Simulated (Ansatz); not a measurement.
**Structure search: one Mg4S candidate**

The calculation used Ansatz 0.2.0, DFT PBE, scalar-relativistic, plane waves, PAW. Cutoff 420 eV, Gaussian smearing, Γ-centred meshes. Cell and atoms relax first on a coarse mesh and then on a finer one. In between, the cell is made exact in the group found at 0.06 Å. In metals the finer mesh still leaves noise of several meV/atom or more. The steps can't lower the symmetry of their start. No spin polarisation.

A trial structure of Mg4S was built thus: random cell by space group and Wyckoff sites (P6/mmm, No. 191). Lengths were set from tabulated atomic sizes, so they are only a guess.

```
Mg S
1.0
     4.84815    0.00000    0.00000
    -2.42408    4.19862    0.00000
     0.00000    0.00000    5.11714
Mg S
4 1
Direct
  0.33333 0.66667 0.50000
  0.66667 0.33333 0.50000
  0.33333 0.66667 0.00000
  0.66667 0.33333 0.00000
  0.00000 0.00000 0.00000
```

The zero of energy is the elements' standard structures at the same level; no fitted shifts are applied.

Problem. Which structure results?

Solution. The symmetry stays P6/mmm (No. 191). The volume per atom grows by 27.4 %, from 20.8 to 26.5 Å³. The shortest distance goes from 2.56 Å (Mg–Mg) to 2.91 Å (Mg–S and Mg–Mg). The ratio c/a of the conventional cell changes by a factor of 1.14. The energy falls by about 0.23 eV/atom (the start's value is from the coarse mesh). Conventional cell: a = 5.034 Å, c = 6.047 Å. Around Mg on its first site lie 5 Mg at 2.91–3.02 Å; Mg on its second site has 3 S at 2.91 Å and 5 Mg at 2.91–3.02 Å; around S lie 6 Mg at 2.91 Å.

Space group P6/mmm (No. 191). a = 5.034 Å, b = 5.034 Å, c = 6.047 Å, α = 90.00°, β = 90.00°, γ = 120.00°
| atom | site | symmetry | x | y | z |
| --- | --- | --- | --- | --- | --- |
| Mg | 2d | -6m2 | 0.3333 | 0.6667 | 0.5000 |
| Mg | 2c | -6m2 | 0.3333 | 0.6667 | 0.0000 |
| S | 1a | 6/mmm | 0.0000 | 0.0000 | 0.0000 |

Problem. Give its energy and gap.

Solution. The formation energy is +0.21 eV/atom and the gap on the 12×12×6 mesh of the 5-atom cell is 0 eV (a metal).

A positive value: parting into the elements would lower its energy.

The last run used Gaussian smearing of 0.10 eV. The reference form of S is held partly by dispersion forces, which this level lacks. A structure relaxed within its symmetry needn't be a true minimum. Another cell of Mg4S relaxed alike, in P2_1/m, lies 0.57 eV/atom lower, so this cell isn't the stable form at this level.
